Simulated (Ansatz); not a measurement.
# CdS: equilibrium volume by level of theory

Symmetry: F-43m, No. 216, cubic system. The conventional cell has a = 5.833 Å, b = 5.833 Å, c = 5.833 Å, α = 90.00°, β = 90.00°, γ = 90.00°. Cd (site symmetry -43m) is surrounded by 4 S at 2.53 Å. S (site symmetry -43m) has 4 Cd at 2.53 Å as nearest neighbours.

```tsv
rung	level	program and potentials	cutoff (eV)	k mesh	smearing	task	core time	chip	equilibrium volume (Å³/atom)	notes
GGA + dispersion	PBEsol+D3(BJ)+ATM	Ansatz, Ansatz PAW	420	8 × 8 × 8	fermi-dirac 0.05	relaxation of cell and atoms	7.5 s	Intel Xeon	24.10	potentials made for PBE, which Ansatz adapts in part
GGA	PBEsol	Ansatz, Ansatz PAW	420	8 × 8 × 8	fermi-dirac 0.05	equation of state	16 s	Intel Xeon	24.70	potentials made for PBE, which Ansatz adapts in part
GGA + dispersion	BLYP+D3(BJ)	Ansatz, all-electron LAPW, scalar-relativistic	-	8 × 8 × 8	fermi-dirac 0.05	relaxation of cell and atoms	17 s	Arm Neoverse V2	25.23	-
meta-GGA	r2SCAN	Ansatz, Ansatz PAW	500	8 × 8 × 8	fermi-dirac 0.05	equation of state	22 s	Intel Xeon	25.38	potentials made for PBE, which Ansatz adapts in part
GGA + dispersion	PBEsol+D4	Ansatz, all-electron LAPW, scalar-relativistic	-	8 × 8 × 8	fermi-dirac 0.05	relaxation of cell and atoms	22 s	Arm Neoverse V1	(a)	-
GGA	RPBE	Ansatz, all-electron LAPW, scalar-relativistic	-	8 × 8 × 8	fermi-dirac 0.05	relaxation of cell and atoms	31 s	Arm Neoverse V2	27.12	-
Hartree-Fock	HF	Ansatz, Ansatz PAW	420	4 × 4 × 4	fermi-dirac 0.05	relaxation of cell and atoms	1.9 min	Arm Neoverse V1	27.53	coarse mesh; potentials made for PBE, which Ansatz adapts in part
```

Times are single runs on shared hosts and different chips, so they are rough; meshes, cutoffs and the tasks' sizes weigh on the time. All rows: no spin polarisation. Smearing widths are in eV. Meshes differ between rows, which moves values too. Meshes are those of the run's cell of 2 atoms unless a note names another. Relaxations start from the cell shown or near it and stop with a little pressure left. Runs on faulty files, with rough fits or with known faults for this quantity aren't shown. No row holds spin-orbit coupling.

**Question.** Estimate the value left out from the other rows.

**Answer.** (a) 24.26 Å³/atom.
